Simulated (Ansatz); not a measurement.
Runs of Ansatz 0.2.0 on PbF2 (Fluorocronite). Symmetry: Fm-3m, No. 225, cubic system. Conventional cell: a = 5.927 Å, b = 5.927 Å, c = 5.927 Å, α = 90.00°, β = 90.00°, γ = 90.00°. Pb (site symmetry m-3m) is surrounded by 8 F at 2.57 Å. Around F (site symmetry -43m) lie 4 Pb at 2.57 Å. 

```csv
task,level,spin,cell,k mesh,smearing,points for each segment of the path,gap on the mesh (eV),pressure (GPa),relaxed volume (Å³/atom)
band structure,PBE,off,as given,8 × 8 × 8,fermi-dirac 0.05 eV,14,4.42,2.7,-
single point,PBE,off,as given,8 × 8 × 8,gaussian 0.019 eV,-,4.42,2.7,-
single point,PBE,off,as given,8 × 8 × 8,gaussian 0.011 eV,-,4.42,2.7,-
single point,PBE,off,as given,8 × 8 × 8,gaussian 0.022 eV,-,4.42,2.7,-
band structure,LDA,"SOC, no magnetisation",as given,6 × 6 × 6,fermi-dirac 0.05 eV,14,3.91,-4.6,-
relaxation of cell and atoms,LDA,off,relaxed,8 × 8 × 8,fermi-dirac 0.05 eV,-,4.25,0.0,(c)
relaxation of cell and atoms,PBEsol+D4,off,relaxed,8 × 8 × 8,fermi-dirac 0.05 eV,-,4.30,0.0,16.96
single point,PBE,off,as given,8 × 8 × 8,gaussian 0.024 eV,-,4.42,2.7,-
relaxation of cell and atoms,PBEsol,off,relaxed,8 × 8 × 8,fermi-dirac 0.05 eV,-,(b),0.0,17.10
band structure,PBE,"SOC, no magnetisation",as given,6 × 6 × 6,fermi-dirac 0.05 eV,14,4.06,2.6,-
relaxation of cell and atoms,PBE+D3(BJ),off,relaxed,8 × 8 × 8,fermi-dirac 0.05 eV,-,4.42,0.0,17.66
relaxation of cell and atoms,revPBE+D4,off,relaxed,8 × 8 × 8,fermi-dirac 0.05 eV,-,(a),0.0,(d)
```

Alike in all rows: potentials or basis Ansatz PAW; cutoff (eV) 420.

**Question.** Fill in the values left out.

**Answer.** (a) 4.52; (b) 4.31; (c) 16.36; (d) 18.17.

Caveats: spin-orbit coupling is left out, which as a rule narrows the gap of such compounds by several tenths of an eV (some runs); the PAW data sets come from PBE, with cores solved anew for the run's functional, which leaves a small shift of forces and pressure (some runs); the plane-wave basis is chosen anew once the cell has moved, so the energies of steps on either side of that aren't comparable (some runs).

A k mesh can miss the band edges, and rows without SOC leave out spin-orbit coupling on Pb.
